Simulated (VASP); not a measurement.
The system is BaH.

```
Ba H
1.0
     0.00000    2.98477    2.98477
     2.98477    0.00000    2.98477
     2.98477    2.98477    0.00000
Ba H
1 1
Cartesian
  0.0000 0.0000 0.0000
  2.9848 2.9848 2.9848
```

The cell isn't the ideal one: Cs -> Ba on all its sites, in the parent's cell.

- Program: VASP 6.6.1
- Task: relaxation of cell and atoms
- Functional: PBE
- Potentials or basis: VASP PAW PBE potentials, release 64 (Ba_sv, H)
- Cutoff: 600 eV
- k mesh: 12 × 12 × 12
- Occupations: gaussian, width 0.1 eV
- Spin: no spin polarisation

At the start: pressure -1.3 GPa; volume 26.59 Å³/atom.

Where does the relaxation end?

Over 3 steps the energy falls by 6.9 meV/atom and the volume is 25.00 Å³/atom (-6.0 %); space group Fm-3m (No. 225, to 0.05 Å).

Step by step:
| step | energy change (eV) | largest force (eV/Å) | pressure (GPa) | volume (Å³) |
| --- | --- | --- | --- | --- |
| 1 | 0.0000 | 0.0000 | -1.28 | 53.18 |
| 2 | -0.0100 | 0.0000 | -0.70 | 51.57 |
| 3 | -0.0138 | 0.0000 | -0.06 | 50.01 |

Final structure:
```yaml
crystal:
  lattice:
    - [0.00000, 2.92414, 2.92414]
    - [2.92414, 0.00000, 2.92414]
    - [2.92414, 2.92414, 0.00000]
  atoms:
    - { symbol: Ba, position: [0.00000, 0.00000, 0.00000] }
    - { symbol: H, position: [0.50000, 0.50000, 0.50000] }
```
